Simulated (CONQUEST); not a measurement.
# NbP under changes of volume

One of the cells (16.103 Å³/atom); the others are scaled copies at fixed shape and fractional positions:

```
Nb P
1.0
     3.34985    0.00000    0.00000
     0.00000    3.34985    0.00000
     0.00000    0.00000   11.48022
Nb P
4 4
Cartesian
  0.0000 1.6749 8.6088
  1.6749 0.0000 2.8687
  0.0000 0.0000 5.7387
  1.6749 1.6749 11.4788
  0.0000 1.6749 3.8200
  1.6749 0.0000 9.5601
  0.0000 0.0000 0.9500
  1.6749 1.6749 6.6901
```

The cell is a database's computed one.

| Property | Result |
| --- | --- |
| Program | CONQUEST 1.3 |
| Functional | PBEsol |
| Potentials or basis | PseudoDojo NC PBEsol, DZP, grid of 32 × 32 × 108 points |
| k mesh | 8 × 8 × 3 |
| Occupations | fermi-dirac, width 0.05 eV |
| Spin | no spin polarisation |

```tsv
volume (Å³/atom)	energy over the lowest point (meV/atom)	pressure (GPa)
15.137	16.66	9.1
15.459	3.70	4.1
15.781	0.00	-0.3
16.103	?	?
16.425	17.36	-7.8
16.747	36.41	-11.1
17.069	61.76	-14.0
```

Question: What does the run at 16.103 Å³/atom give?

Answer: Energy over the lowest point 4.96 meV/atom; pressure -4.3 GPa.

Worked out: A Birch-Murnaghan fit of order 3 (a polynomial in V^(-2/3)) to the other rows has its minimum at 15.75 Å³/atom with B0 = V·E''(V) = 207 GPa and B' = 4.3 at fixed shape and positions, which overstates the stiffness. It gives 4.89 meV/atom at 16.103 Å³/atom, against the run's 4.96, and -dE/dV = -4.4 GPa, against -4.3.

Energies are extrapolated to zero smearing.

Caveats: the basis of atomic orbitals isn't converged, which shifts pressures, moduli and gaps; the real-space grid is too coarse here: the forces don't sum to zero and aren't listed, and the energy moves when atoms move against the grid (some runs).
